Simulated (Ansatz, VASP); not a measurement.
**One calculation of NaH, two programs**

File INCAR:

```
PREC     = Accurate       # precision mode
ENCUT    = 520            # plane-wave cutoff, eV
EDIFF    = 1E-7           # SCF threshold, eV
ISMEAR   = 0              # smearing method
SIGMA    = 0.05           # smearing width, eV
LREAL    = False          # projectors in reciprocal space
LASPH    = True           # aspherical terms in the spheres
NELM     = 60             # most SCF steps
ALGO     = Normal         # electronic algorithm
ISIF     = 2              # what is computed and relaxed
LWAVE    = False          # write WAVECAR
LCHARG   = True           # write CHGCAR
GGA      = PE             # functional
LELF     = True           # ELF
LVHAR    = True         
NBANDS   = 11             # bands
```

File KPOINTS:

```
regular mesh
0
Gamma
  8 8 8
```

Contents of POSCAR:

```
NaH
1.0
    0.0000000000      2.5620000000      2.3790000000
    2.5620000000      0.0000000000      2.3790000000
    2.5620000000      2.5620000000      0.0000000000
Na H
1 1
Direct
    0.0000000000      0.0000000000      0.0000000000
    0.5000000000      0.5000000000      0.5000000000
```

Input for Ansatz:

```yaml
crystal:
  lattice:
    - [0.0, 2.562, 2.379]
    - [2.562, 0.0, 2.379]
    - [2.562, 2.562, 0.0]
  atoms:
    - { symbol: Na, position: [0.0, 0.0, 0.0] }
    - { symbol: H, position: [0.5, 0.5, 0.5] }
basis:
  ecutwfc: 420
kpoints:
  mp_grid: { grid: [8, 8, 8] }
hamiltonian:
  xc: pbe
scf:
  occupations: { method: gaussian, width: 0.05 }
output:
  forces: true
  stress: true
  eigenvalues: true
```

Change from the starting cell: strain +0.050 along x and y, -0.025 along z, atoms carried along.

Alike in both runs: task single point; functional PBE; k mesh 8 × 8 × 8; occupations gaussian, width 0.05 eV; no spin polarisation.

|  | VASP | Ansatz |
| --- | --- | --- |
| version | VASP 6.6.1 | Ansatz 0.2.0 |
| potentials or method | VASP PAW PBE potentials, release 64 (Na_pv, H) | scalar-relativistic, plane waves, PAW |
| plane-wave cutoff (eV) | 520 | 420 |
| valence electrons in the cell | 8 | 10 |

VASP gave:

```
gap on the k mesh at the Fermi level (eV)       : 3.54
least direct gap on the mesh (eV)               : 4.41
pressure (GPa)                                  : -1.8
largest component of the traceless stress (GPa) : 1.01
```

What did Ansatz give for the same quantities?

gap on the k mesh at the Fermi level (eV): 3.54; least direct gap on the mesh (eV): 4.41; pressure (GPa): -1.8; largest component of the traceless stress (GPa): 0.99.

With one functional, cell and mesh, what is left measures potentials, basis and numerics. The two sets of potentials don't hold the same shells in valence.

A k mesh can miss the band edges.
